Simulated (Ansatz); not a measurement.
The system is HfN.

```
CELL_PARAMETERS angstrom
0.00000 2.45482 2.45482
2.45482 0.00000 2.45482
2.45482 2.45482 0.00000
ATOMIC_POSITIONS crystal
Hf 0.00000 0.00000 0.00000
N 0.25000 0.25000 0.25000
```

The cell comes from a database or a generator and needn't be the stable form of this composition.

Base run:

* Program: Ansatz 0.2.0
* Functional: PBEsol
* Potentials or basis: all-electron LAPW, scalar-relativistic
* Cutoff: 392 eV (chosen from the basis error)
* Basis error allowed: 0.001 eV/atom
* k mesh: 9 × 9 × 9
* Occupations: fermi-dirac, width 0.05 eV
* Spin: no spin polarisation

Its results: band gap on the k mesh none (metal or under the smearing width); pressure -5.0 GPa.

The run is repeated on the same cell with these changes: hubbard terms from none to Hf d U = 6 eV. What comes out?

Band gap on the k mesh none (metal or under the smearing width); pressure 3.8 GPa.

Caveats: U is the effective U less J, on atomic orbitals that reach past the spheres (some runs); U without spin polarisation on a metal has little footing (some runs).
